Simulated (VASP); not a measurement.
Wanted: the native input for a VASP 6.6.1 run.

```yaml
Task: relaxation of cell and atoms
Functional: LDA
Potentials_or_basis: VASP PAW LDA potentials, release 64 (Te, Ti_sv)
Cutoff: 600 eV
k_mesh: 9 × 9 × 1
Occupations: gaussian, width 0.03 eV
Spin: no spin polarisation
Further_INCAR_settings: ALGO = Normal; EDIFF = 1e-07; IBRION = 2; EDIFFG = -0.005; NSW = 90; ISIF = 3
```

The structure of TiTe2 lies in POSCAR:

```
TiTe2                                   
1.0
    3.6340541205      0.0000000000      0.0000000000
   -1.8170270603      3.1471831870      0.0000000000
    0.0000000000      0.0000000000     21.4153488000
  Te              Ti            
     2     1
Direct
     0.3333333300000021    0.6666666699999979    0.4189446152816512
     0.6666666699999979    0.3333333300000021    0.5810553847183488
     0.0000000000000000    0.0000000000000000    0.5000000000000000
```

The input as run:

INCAR

```
  PREC = Accurate
  ENCUT = 600
  EDIFF = 1E-7
  ISMEAR = 0
  SIGMA = 0.03
  LREAL = False
  LASPH = True
  NELM = 80
  ALGO = Normal
  ISIF = 3
  LWAVE = False
  LCHARG = False
  GGA = CA
  IBRION = 2
  NSW = 90
  EDIFFG = -0.005
  LATTICE_CONSTRAINTS = .TRUE. .TRUE. .FALSE.
```

KPOINTS

```
Automatic mesh
0
Gamma
  9 9 1
```

Potentials or basis: VASP PAW LDA potentials, release 64 (Te, Ti_sv).

The run is started by

```console
$ cat potpaw_LDA.64/Te/POTCAR potpaw_LDA.64/Ti_sv/POTCAR > POTCAR
$ mpirun -np 1 vasp_std > vasp.out
```

Results of the run:

```yaml
Largest_force_after_relaxing: 0.004 eV/Å
Band_gap_on_the_k_mesh: none (metal or under the smearing width)
```

Caveat: the relaxation stopped at its first step, so nothing moved.

It took 82 s on 1 thread of Intel(R) Xeon(R) Platinum 8488C (Sapphire Rapids) (shared host), peak memory 0.34 GiB.
